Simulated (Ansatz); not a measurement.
diamond against fcc along group 4

The calculation used Ansatz, DFT, RPBE, plane waves (420 eV) with PAW, scalar-relativistic. The PAW files were generated under PBE, with cores re-solved for the functional.

Each structure is relaxed within its symmetry, in the lowest magnetic state of the tried starts. Differences under about 8 meV lie within the error of the k-point mesh.

| element | E(diamond) − E(fcc) (meV/atom) | V(diamond) (Å³/atom) | V(fcc) (Å³/atom) | state of diamond | state of fcc |
| --- | --- | --- | --- | --- | --- |
| Ti | 2299 | 24.68 | 17.96 | spin not included | spin not included |
| Zr | 2358 | 32.34 | 23.82 | spin not included | spin not included |
| Hf | 2593 | 36.82 | 23.25 | spin not included | spin not included |
